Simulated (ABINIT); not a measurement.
## Ge: band structure with SOGGA

**The experiment to reproduce.**

From “Temperature-dependent photoluminescence in Ge: experiment and theory”, 2020, arxiv:2003.00143, for a bulk crystal of Ge at 0 K: band gap 0.744 eV (indirect).

Ge:

```
Ge
1.0
     0.00000    2.82891    2.82891
     2.82891    0.00000    2.82891
     2.82891    2.82891    0.00000
Ge
2
Direct
  0.75000 0.75000 0.75000
  0.50000 0.50000 0.50000
```

| Property | Result |
| --- | --- |
| Program | ABINIT 10.8.3 (patched build) |
| Task | band structure |
| Functional | SOGGA |
| Potentials or basis | PseudoDojo NC SR PBEsol v0.4.1 standard |
| Cutoff | 1061 eV |
| k mesh | 8 × 8 × 8 |
| Occupations | fermi-dirac, width 0.05 eV |
| Spin | no spin polarisation |

The pressure is 0.0 GPa. The band gap on the k mesh is 0.06 eV, direct and the band gap along the path is 0.06 eV, direct. The valence electrons inside the program's atomic spheres are Ge 11.55 (radii [1.0584] Å).

Levels at the corners of the path, in eV from the valence-band top:
```tsv
point	band 10	band 11	band 12	band 13	band 14	band 15	band 16	band 17	band 18	band 19
Γ	-24.60	-12.79	0.00	0.00	0.00	0.06	2.52	2.52	2.52	6.14
X	-24.56	-8.88	-8.88	-3.10	-3.10	0.61	0.61	9.52	9.52	11.50
W	-24.55	-8.78	-8.78	-3.96	-3.96	4.29	4.29	4.58	4.58	10.97
K	-24.55	-9.35	-8.29	-4.40	-2.65	1.03	4.00	7.17	7.36	8.06
Γ	-24.60	-12.79	0.00	0.00	0.00	0.06	2.52	2.52	2.52	6.14
L	-24.58	-10.68	-7.63	-1.41	-1.41	0.13	3.68	3.68	6.89	10.38
U	-24.55	-9.35	-8.29	-4.40	-2.65	1.03	4.00	7.17	7.36	8.06
W	-24.55	-8.78	-8.78	-3.96	-3.96	4.29	4.29	4.58	4.58	10.97
L	-24.58	-10.68	-7.63	-1.41	-1.41	0.13	3.68	3.68	6.89	10.38
K	-24.55	-9.35	-8.29	-4.40	-2.65	1.03	4.00	7.17	7.36	8.06
```

Run time: 4.7 min on 1 thread of Arm Neoverse V1, on a shared host, peak memory 0.24 GiB.

Against the measured gap of Ge, 0.744 eV (indirect; 0 K; “Temperature-dependent photoluminescence in Ge: experiment and theory”, 2020, arxiv:2003.00143), the calculated 0.06 eV is off by -0.68 eV. 3 values of this kind are on record (0.666 to 0.807 eV); this one was drawn at random among those near their median. Spin-orbit coupling on Ge is left out. The value is that of SOGGA, without temperature or zero-point motion.

Caveat: the potentials were made for another functional, which shifts forces and pressure.
